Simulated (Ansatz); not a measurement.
# AlGa3N4: the cost of one run

Computed with Ansatz 0.2.0 (DFT r2SCAN, scalar-relativistic, plane waves, PAW, unless a step's input says otherwise).

1 further run of the same task is left out (set aside as unsound or not needed). Runs told in other sessions of the task aren't counted.

## Step 1: Starting point

It takes space group P-43m (No. 215, cubic). The conventional cell has a = 4.465 Å, b = 4.465 Å, c = 4.465 Å, α = 90.00°, β = 90.00°, γ = 90.00°. Al (site symmetry -43m) has 4 N at 1.89 Å in its first shell of neighbours. Around Ga (site symmetry -42m) lie 4 N at 1.95 Å. N (site symmetry 3m) is surrounded by 1 Al at 1.89 Å and 3 Ga at 1.95 Å.

Coordinates:

```xyz
8
Lattice="4.4653 0.0000 0.0000 0.0000 4.4653 0.0000 0.0000 0.0000 4.4653" Properties=species:S:1:pos:R:3 pbc="T T T"
Al    0.0000    0.0000    0.0000
Ga    2.2327    2.2327    0.0000
Ga    2.2327    0.0000    2.2327
Ga    0.0000    2.2327    2.2327
N     3.3729    3.3729    1.0924
N     3.3729    1.0924    3.3729
N     1.0924    3.3729    3.3729
N     1.0924    1.0924    1.0924
```

It goes back to an entry of the Materials Project, which need not be the stable form.

This cell was relaxed beforehand with the same method: volume 11.13 Å³/atom, gap on the mesh 2.82 eV.

## Step 2: Volume × 0.97

Input file input.yaml:

```yaml
crystal:
  lattice:
    - [4.4202368717, 0.0, 0.0]
    - [0.0, 4.4202368717, 0.0]
    - [0.0, 0.0, 4.4202368717]
  atoms:
    - { symbol: Al, position: [0.0, 0.0, 0.0] }
    - { symbol: Ga, position: [0.5, 0.5, 0.0] }
    - { symbol: Ga, position: [0.5, 0.0, 0.5] }
    - { symbol: Ga, position: [0.0, 0.5, 0.5] }
    - { symbol: "N", position: [0.7553510551, 0.7553510551, 0.2446489449] }
    - { symbol: "N", position: [0.7553510551, 0.2446489449, 0.7553510551] }
    - { symbol: "N", position: [0.2446489449, 0.7553510551, 0.7553510551] }
    - { symbol: "N", position: [0.2446489449, 0.2446489449, 0.2446489449] }
basis:
  ecutwfc: 500
kpoints:
  mp_grid: { grid: [6, 6, 6] }
hamiltonian:
  xc: r2scan
scf:
  occupations: { method: gaussian, width: 0.02 }
output:
  forces: true
  stress: true
  eigenvalues: true
relax:
  adjacent_minimum: "off"
  f_tol: 0.01
  max_steps: 30
```

Command:

```
$ ansatz run input.yaml --threads 2 --pin off --max-ram 5120MiB --backend cpu --events-out ev --progress --plain --runs-dir out
```

**Question.** How long does this run take on 2 threads of Intel Xeon at 2.50GHz (Skylake/Cascade Lake), shared host, and how much memory does it need?

About 32 s, with a peak of 0.57 GiB.
